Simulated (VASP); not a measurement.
Zr3H, 4 atoms in the cell. The cell holds a slab with vacuum, 4 atoms: a = 3.123 Å, b = 3.123 Å, c = 21.174 Å, α = 90.00°, β = 90.00°, γ = 90.00°.  The cell isn't the ideal one: H at 4/8 of the diagonal of the surface cell, 3.11 Å above the top plane.

| Property | Result |
| --- | --- |
| Program | VASP 6.6.1 |
| Task | single point |
| Functional | LDA |
| Potentials or basis | VASP PAW LDA potentials, release 64 (Zr_sv, H) |
| Cutoff | 520 eV |
| k mesh | 9 × 9 × 1 |
| Occupations | gaussian, width 0.1 eV |
| Spin | no spin polarisation |
| Dipole correction | yes |
| Further INCAR settings | ALGO = Normal; EDIFF = 1e-06; NBANDS = 26 |

Potentials or basis: VASP PAW LDA potentials, release 64 (Zr_sv, H).

Command:

```bash
$ cat potpaw_LDA.64/Zr_sv/POTCAR potpaw_LDA.64/H/POTCAR > POTCAR
$ mpirun -np 1 vasp_std > vasp.out
```

Hardware: 1 thread of Intel(R) Xeon(R) 6975P-C (Granite Rapids) (shared host).

Problem. How long does it take, and how much memory?

Solution. Run time: 62 s on 1 thread of Intel(R) Xeon(R) 6975P-C (Granite Rapids), with other jobs on the host, peak memory 0.26 GiB. Counts: scf iterations 26, k points 15.
